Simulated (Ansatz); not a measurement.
Set up this calculation in Ansatz 0.2.0, as the native input.

- Task: relaxation of cell and atoms
- Functional: RPBE
- Potentials or basis: Ansatz PAW
- Cutoff: 420 eV (not typed: the program's choice for these potentials)
- k mesh: 10 × 10 × 10
- Occupations: fermi-dirac, width 0.05 eV
- Spin: no spin polarisation

The system is HfC.

```
Hf C
1.0
     0.00000    2.32500    2.32500
     2.32500    0.00000    2.32500
     2.32500    2.32500    0.00000
Hf C
1 1
Cartesian
  2.3250 2.3250 2.3250
  0.0000 0.0000 0.0000
```

One way to write it, as run:

input.yaml

```yaml
crystal:
  lattice:
    - [0.0, 2.325, 2.325]
    - [2.325, 0.0, 2.325]
    - [2.325, 2.325, 0.0]
  atoms:
    - { symbol: Hf, position: [0.5, 0.5, 0.5] }
    - { symbol: C, position: [0.0, 0.0, 0.0] }
hamiltonian:
  xc: rpbe
  pseudopotentials: { kind: paw }
kpoints:
  mp_grid: { grid: [10, 10, 10] }
scf:
  occupations: { method: fermi_dirac, width: 0.05 }
output:
  forces: true
  stress: true
relax:
  f_tol: 0.01
  max_steps: 40
  cell: { stress_tol: 0.05 }
```

Potentials or basis: Ansatz PAW.

The run is started by

```bash
$ ansatz run input.yaml --threads 2 --pin off --max-ram 5632MiB --backend cpu --events-out ev --progress --plain --runs-dir out
```

Results of the run:

```yaml
Relaxed_volume: 12.80 Å³/atom
Relaxed_cell: a = 3.308 Å, b = 3.308 Å, c = 3.308 Å, α = 60.00°, β = 60.00°, γ = 60.00°
Space_group_after_relaxing_to_0.05_Å: Fm-3m (No. 225)
Energy_gained_by_relaxing: 3.1 meV/atom
Ionic_steps: 5
Pressure_after_relaxing: 0.0 GPa
```

Caveat: the plane-wave basis is chosen anew once the cell has moved, so the energies of steps on either side of that aren't comparable; the PAW data sets come from PBE, with cores solved anew for the run's functional, which leaves a small shift of forces and pressure.

Run time: 3.6 s on 2 threads of Arm Neoverse V1, on a shared host, peak memory 0.31 GiB.
